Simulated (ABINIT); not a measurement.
Runs of ABINIT 10.8.3 (patched build) on MgTe. It takes space group F-43m (No. 216, cubic). Conventional cell: a = 6.464 Å, b = 6.464 Å, c = 6.464 Å, α = 90.00°, β = 90.00°, γ = 90.00°. Te (site symmetry -43m) has 4 Mg at 2.80 Å as nearest neighbours. Mg (site symmetry -43m) is surrounded by 4 Te at 2.80 Å. The cell comes from a database or a generator and needn't be the stable form of this composition.

```tsv
level	gap on the mesh (eV)	pressure (GPa)
PW91	(c)	0.7
AM05	(b)	0.1
LDA	2.19	-1.4
PBEsol	(a)	-0.3
RPBE	2.61	1.9
```

Alike in all rows: task single point; potentials or basis JTH PAW PBE v2.0; no spin polarisation; cell as given; k mesh 7 × 7 × 7; cutoff (eV) 626; smearing fermi-dirac 0.05 eV.

Task: Estimate the missing entries.

Result: (a) 2.31; (b) 2.42; (c) 2.41.

Caveats: the PAW data sets were made with another functional, which shifts forces and pressure a little; spin-orbit coupling is left out, which moves the levels of the heavy elements; an odd mesh through Γ misses points on the zone boundary, where band edges often lie (some runs).

A k mesh can miss the band edges, and the runs leave out spin-orbit coupling on Te.

Runs at the PBE level aren't shown here.
